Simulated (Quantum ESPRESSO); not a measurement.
AlN and the effect of the pressure

The cell as given:

```cif
data_structure
_symmetry_space_group_name_H-M 'F-43m'
_symmetry_Int_Tables_number 216
_cell_length_a 4.3680
_cell_length_b 4.3680
_cell_length_c 4.3680
_cell_angle_alpha 90.000
_cell_angle_beta 90.000
_cell_angle_gamma 90.000
_cell_volume 83.34
loop_
_atom_site_label
_atom_site_type_symbol
_atom_site_symmetry_multiplicity
_atom_site_Wyckoff_symbol
_atom_site_fract_x
_atom_site_fract_y
_atom_site_fract_z
_atom_site_occupancy
Al1 Al 4 a 0.00000 0.00000 0.00000 1
N1 N 4 d 0.25000 0.25000 0.75000 1
```

Measurements of this composition are mostly on another form, of space group No. 186.

Kept alike: task relaxation of cell and atoms; functional PBE; k mesh 10 × 10 × 10; occupations fermi-dirac, width 0.05 eV; no spin polarisation. Program: Quantum ESPRESSO, SSSP 1.3 efficiency PBE, cutoff 939 eV. The mesh is that of the run's cell of 2 atoms. No spin-orbit coupling.

| pressure, P (GPa) | band gap (eV) | volume (Å³/atom) |
| --- | --- | --- |
| 0 | 3.306 | 10.681 |
| 2 | 3.312 | 10.574 |
| 5 | ? | ? |
| 10 | 3.330 | 10.193 |
| 20 | 3.348 | 9.797 |
| 30 | 3.362 | 9.462 |

Gaps hold for each row's own relaxed cell. The relaxations keep at least the cell's symmetry (F-43m). The runs follow the start's structure, whether or not it is the stable one at these pressures. P is the pressure aimed at, which the runs meet within some hundredths to tenths of a GPa. A gap read on the mesh alone can miss an edge between its points.

Q: Fit the rows shown and predict the run at 5 GPa.

A: A least-squares parabola through the rows shown is band gap = -2.45e-05 P² + 0.002582 P + 3.3065 (largest miss 0.0005); at P = 5 it gives 3.319 eV. Murnaghan's form V = V0 (1 + B′P/B0)^(-1/B′) through the rows shown has V0 = 10.6806, B0 = 196.3 GPa and B′ = 3.71 (largest miss 0.0007); at P = 5 it gives 10.424 Å³/atom. The run gave: band gap 3.319 eV; volume 10.424 Å³/atom.

Compression to 30 GPa shrinks the volume from 10.681 to 9.462 Å³/atom but widens the gap only from 3.306 to 3.362 eV. Such a weak response fits the indirect gap known for zinc-blende AlN, from a N 2p valence maximum at Γ to a conduction minimum at X. Shorter Al–N bonds strengthen the bonding–antibonding splitting and push the s-like antibonding state at Γ up steeply, whereas the X state, with its different orbital mixture, moves almost in step with the valence edge. The gap's rise slows with pressure, probably in part because the stiffening lattice yields less volume for each further step.

The smooth course, which the run at 5 GPa also follows, gives no sign of a change in the band edges. That agreement supports interpolation only; the parabola's eventual downturn is no prediction of a closing gap. The absolute gaps lie well below the accepted value for this polymorph, as expected from a semilocal functional, which lacks the derivative discontinuity, so the pressure trend is more trustworthy than the gap itself.
